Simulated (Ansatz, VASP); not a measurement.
# One calculation of Sb, two programs

INCAR

```
SYSTEM = Sb
ALGO = Normal
EDIFF = 1E-6
ENCUT = 520
GGA = PE
ISIF = 2
ISMEAR = -1
LASPH = .True.
LCHARG = .False.
LREAL = .False.
LWAVE = .False.
NBANDS = 8
NELM = 80
PREC = Accurate
SIGMA = 0.1
```

KPOINTS

```
k-points
0
Gamma
  11 11 11
  0 0 0
```

File POSCAR:

```
Sb
1.0
    3.1057292063      0.0000000000      0.0000000000
    0.0000000000      3.1057292063      0.0000000000
    0.0000000000      0.0000000000      3.1057292063
Sb
1
Direct
    0.0000000000      0.0000000000      0.0000000000
```

Input for Ansatz:

```yaml
crystal:
  lattice:
    - [3.1057292063, 0.0, 0.0]
    - [0.0, 3.1057292063, 0.0]
    - [0.0, 0.0, 3.1057292063]
  atoms:
    - { symbol: Sb, position: [0.0, 0.0, 0.0] }
hamiltonian:
  xc: pbe
  pseudopotentials:
    kind: paw
    azcp:
      Sb: "pseudopotentials/Sb.paw.azcp"
basis:
  ecutwfc: 420
  fft_grid_basis: typed
kpoints:
  mp_grid: { grid: [11, 11, 11], shift: [0, 0, 0] }
magnetization:
  spin_polarized: false
scf:
  occupations: { method: fermi_dirac, width: 0.1 }
  lower_state_search: "off"
output:
  stress: true
  write_density: true
  write_potential: true
  elf: true
  volumetric_format: npy
```

Alike in both runs: task single point; functional PBE; k mesh 11 × 11 × 11; occupations fermi-dirac, width 0.1 eV; no spin polarisation.

|  | VASP | Ansatz |
| --- | --- | --- |
| version | VASP 6.6.1 | Ansatz 0.2.0 |
| potentials or method | VASP PAW PBE potentials, release 64 (Sb) | plane waves (420 eV) with PAW, scalar-relativistic |
| plane-wave cutoff (eV) | 520 | 420 |
| valence electrons in the cell | 5 | 15 |

```csv
,VASP,Ansatz,Ansatz less VASP
pressure (GPa),0.5,0.5,+0.02
```

With one functional, cell and mesh, what is left measures potentials, basis and numerics. The two sets of potentials don't hold the same shells in valence.

Spin-orbit coupling is left out, which matters for the levels of Sb.
